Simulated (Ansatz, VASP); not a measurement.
## Two plane-wave programs on CuAu

File INCAR:

```
SYSTEM = CuAu
PREC = Accurate
ENCUT = 520
EDIFF = 1E-6
ISMEAR = 0
SIGMA = 0.15
LREAL = .FALSE.
LASPH = .TRUE.
NELM = 100
ALGO = Fast
ISIF = 2
LWAVE = .FALSE.
LCHARG = .FALSE.
GGA = PE
NBANDS = 18
```

Contents of KPOINTS:

```
regular mesh
0
G
  18 18 14
  0 0 0
```

File POSCAR:

```
CuAu
1.0
    2.7300000000      0.0000000000      0.0000000000
    0.0000000000      2.7300000000      0.0000000000
    0.0000000000      0.0000000000      3.4865000000
Cu Au
1 1
Direct
    0.5000000000      0.5000000000      0.5000000000
    0.0000000000      0.0000000000      0.0000000000
```

Input for Ansatz:

```yaml
crystal:
  lattice:
    - [2.73, 0.0, 0.0]
    - [0.0, 2.73, 0.0]
    - [0.0, 0.0, 3.4865]
  atoms:
    - { symbol: Cu, position: [0.5, 0.5, 0.5] }
    - { symbol: Au, position: [0.0, 0.0, 0.0] }
basis:
  ecutwfc: 420
kpoints:
  mp_grid: { grid: [18, 18, 14] }
hamiltonian:
  xc: pbe
scf:
  occupations: { method: gaussian, width: 0.15 }
output:
  forces: true
  stress: true
  eigenvalues: true
```

Change from the starting cell: strain -0.025 along x and y, -0.050 along z, atoms carried along.

Alike in both runs: task single point; functional PBE; k mesh 18 × 18 × 14; occupations gaussian, width 0.15 eV; no spin polarisation.

|  | VASP | Ansatz |
| --- | --- | --- |
| version | VASP 6.6.1 | Ansatz 0.2.0 |
| potentials or method | VASP PAW PBE potentials, release 64 (Cu, Au) | scalar-relativistic, plane waves, PAW |
| plane-wave cutoff (eV) | 520 | 420 |
| valence electrons in the cell | 22 | 38 |

VASP gave:

```
gap on the k mesh at the Fermi level (eV)       : none
pressure (GPa)                                  : 30.4
largest component of the traceless stress (GPa) : 0.79
```

Task: Estimate Ansatz's values.

Result: gap on the k mesh at the Fermi level (eV): none; pressure (GPa): 30.0; largest component of the traceless stress (GPa): 0.85.

A gap of «none» marks a metal or a gap that the smearing closes. The two sets of potentials don't hold the same shells in valence.

Caveats: so large a pressure means that the cell lies far from this level's equilibrium, or that cutoff or potentials fall short (VASP). Spin-orbit coupling is left out, which matters for the levels of Au.
